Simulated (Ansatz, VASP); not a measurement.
## PtSe: VASP beside Ansatz

```
CELL_PARAMETERS angstrom
0.00000 3.03745 3.03745
3.03745 0.00000 3.03745
3.03745 3.03745 0.00000
ATOMIC_POSITIONS crystal
Pt 0.00000 0.00000 0.00000
Se 0.25000 0.25000 0.25000
```

Alike in both runs: task single point; functional PBE; k mesh 5 × 5 × 5; occupations gaussian, width 0.05 eV; collinear spin; Hubbard terms Pt d U = 7.0 eV, J = 0.9 eV.

|  | VASP | Ansatz |
| --- | --- | --- |
| version | VASP 6.6.1 | Ansatz 0.2.0 |
| potentials or method | VASP PAW PBE potentials, release 64 (Pt, Se) | scalar-relativistic, plane waves, PAW |
| plane-wave cutoff (eV) | 520 | 420 |
| valence electrons in the cell | 16 | 34 |

|  | VASP | Ansatz | Ansatz less VASP |
| --- | --- | --- | --- |
| gap on the k mesh at the Fermi level (eV) | none | none | - |
| pressure (GPa) | -12.1 | -10.2 | +1.87 |
| net moment per atom (μB) | 0.44 | 0.09 | -0.352 |
| size of the moment on the site where the two differ most (μB) | 0.57 | 0.09 | -0.480 |

The net moments differ so much that the two runs ended in different magnetic states, which moves the other rows too. Site moments also hang on the region over which each program counts them. The programs project onto different local orbitals, so the same U acts differently. A gap of «none» marks a metal or a gap that the smearing closes. The two sets of potentials don't hold the same shells in valence. Ansatz warned: «filled_band_counts_differ_across_k_points».

Spin-orbit coupling is left out, which matters for the levels of Pt. The state reached can hang on the start; a lower one may exist.
